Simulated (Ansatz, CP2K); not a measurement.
**Other levels on bare Al-Cu alloy nanowire along [110] (38 atoms)**

The cell holds 38 atoms: 19 Cu and 19 Al. Its edges and angles: a = 17.100 Å, b = 20.455 Å, c = 5.287 Å, α = 90.0°, β = 90.0°, γ = 90.0°. It derives from Al (fcc). Hexagon section of size parameter 5.53 Å cut from fcc Al (a = 4.05 Å) along [110], 2 periods, 9 Å of vacuum, 19 atoms Cu at random; minimised with a classical potential (one cell length free). Then every atom was moved at random, 0.05 Å r.m.s. a Cartesian component. Vacuum lies along a and b. The structure repeats along c.

Geometry: as built.

The reference, a calculation:

* method: Kohn-Sham DFT, PBE, PAW, plane waves (Ansatz 0.2.0); cutoff 420 eV, Γ point, fermi-dirac smearing of 0.05 eV; PAW set soft_2
* r.m.s. force component: 0.4637 eV/Å
* longest force: 1.361 eV/Å
* SCF cycles: 16
* time: 26 s on 4 threads of Arm Neoverse V1, shared host
* CPU time: 96 s

**Question.** The same geometry is run in other programs. How far does each lie from the reference, and what does it cost?
- CP2K PBE, DZVP-MOLOPT-SR, 800/30 Ry, diagonalisation (CP2K 2026.2; 2 threads)
- CP2K PBE, DZVP-MOLOPT-SR, 800/50 Ry, diagonalisation (CP2K 2026.2; 2 threads)
- CP2K PBE, TZVP-MOLOPT (SR for Cu, Al), 800/50 Ry, diagonalisation (CP2K 2026.2; 2 threads)
- CP2K LDA, DZVP-MOLOPT-SR, 800/50 Ry, diagonalisation (CP2K 2026.2; 2 threads)
- CP2K PBE+D3, DZVP-MOLOPT-SR, 800/50 Ry, diagonalisation (CP2K 2026.2; 2 threads)

Differences are against the plane-wave reference, forces as r.m.s. over components; share is that over the reference's r.m.s. force, slope the least-squares factor from reference forces to these. Total energies of different programs have different zeros and aren't compared.

| run | Δ force, r.m.s. (meV/Å) | share (%) | slope | cores | CPU time | memory (GiB) |
| --- | --- | --- | --- | --- | --- | --- |
| reference | - | - | - | 4 | 96 s | 1.7 |
| CP2K PBE, DZVP-MOLOPT-SR, 800/30 Ry, diagonalisation (coarse) | 70.5 | 15.2 | 0.990 | 2 | 9.8 min | 6.4 |
| CP2K PBE, DZVP-MOLOPT-SR, 800/50 Ry, diagonalisation | 41.3 | 8.91 | 0.991 | 2 | 11 min | 6.4 |
| CP2K PBE, TZVP-MOLOPT (SR for Cu, Al), 800/50 Ry, diagonalisation | 35.3 | 7.60 | 0.984 | 2 | 12 min | 6.5 |
| CP2K LDA, DZVP-MOLOPT-SR, 800/50 Ry, diagonalisation | 177 | 38.1 | 1.166 | 2 | 7 min | 6.1 |
| CP2K PBE+D3, DZVP-MOLOPT-SR, 800/50 Ry, diagonalisation | 53.0 | 11.4 | 1.028 | 2 | 11 min | 6.5 |

Rows marked coarse were listed beforehand as settings not expected to be converged; some can still land near the reference.

CPU time is summed over cores on a shared host, where runs went side by side, so it is rough. Symmetry, cutoffs, thresholds, outputs and thread counts weren't matched or tuned between programs; memory under MPI is the largest rank's times the ranks.

The PBE runs in local orbitals, coarse settings apart, differ by 7.6 % (CP2K PBE, TZVP-MOLOPT (SR for Cu, Al), 800/50 Ry, diagonalisation) to 8.9 % (CP2K PBE, DZVP-MOLOPT-SR, 800/50 Ry, diagonalisation); basis, grid and potentials can all enter. Rows with another functional or a dispersion term differ by 11 % (CP2K PBE+D3, DZVP-MOLOPT-SR, 800/50 Ry, diagonalisation) to 38 % (CP2K LDA, DZVP-MOLOPT-SR, 800/50 Ry, diagonalisation), which mixes the change of model with differences of basis and potentials. Runs with settings chosen to be coarse differ by 15 % (CP2K PBE, DZVP-MOLOPT-SR, 800/30 Ry, diagonalisation), their programs' other errors included. None of the electronic-structure runs in the table takes under half the reference's CPU time of 96 s; they take 4.3 to 7.7 times as much. The electronic-structure runs sample only Γ, in a cell whose periodic width is 5 Å, which is coarse for a cell with partly filled levels.

[Hosts, paths, dates, database ids (printed as entryN), source tags and the programs' standing remarks are cut or masked in the printed files.]
